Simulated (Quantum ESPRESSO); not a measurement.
**Zr: zone-centre phonons under several settings**

```
CELL_PARAMETERS angstrom
3.23200 0.00000 0.00000
-1.61600 2.79899 0.00000
0.00000 0.00000 5.14700
ATOMIC_POSITIONS crystal
Zr 0.66667 0.33333 0.75000
Zr 0.33333 0.66667 0.25000
```

All runs used Quantum ESPRESSO 7.5; potentials GBRV 1.5 PBEsol; k mesh 8 × 8 × 4; no spin polarisation; cutoff 612 eV; occupations cold, width 0.2 eV.

| level | geometry | volume (Å³/atom) | pressure (GPa) | lowest optical mode without the field (cm⁻¹) | highest optical mode without the field (cm⁻¹) |
| --- | --- | --- | --- | --- | --- |
| PBEsol | relaxed at 0 GPa | 22.54 | 0.0 | 68 | 170 |
| PBEsol | relaxed at 10 GPa | 20.65 | 10.0 | 36 | 187 |
| PBEsol | relaxed at 25 GPa | 18.53 | 25.0 | 76i | 236 |
| PBEsol | relaxed at 50 GPa | ? | 50.0 | ? | ? |
| PBEsol | relaxed at 80 GPa | 14.64 | 80.0 | 180i | 351 |

**Question.** What stands in the row left open?

**Answer.** Volume 16.25 Å³/atom; lowest optical mode without the field 125i cm⁻¹; highest optical mode without the field 322 cm⁻¹.

Values marked i are imaginary: the cell is unstable against those modes at that level, or the meshes are too thin.

Caveats: the mesh is thin for the phonons of a metal; the cell is more than 3 GPa from zero pressure, which shifts response properties (some runs); some modes are imaginary (some runs); the volume moved by over 15 % at a fixed basis, so the end points are rough (some runs).

For the row left open. Caveat: the mesh is thin for the phonons of a metal; some modes are imaginary; the volume moved by over 15 % at a fixed basis, so the end points are rough; the cell is more than 3 GPa from zero pressure, which shifts response properties.
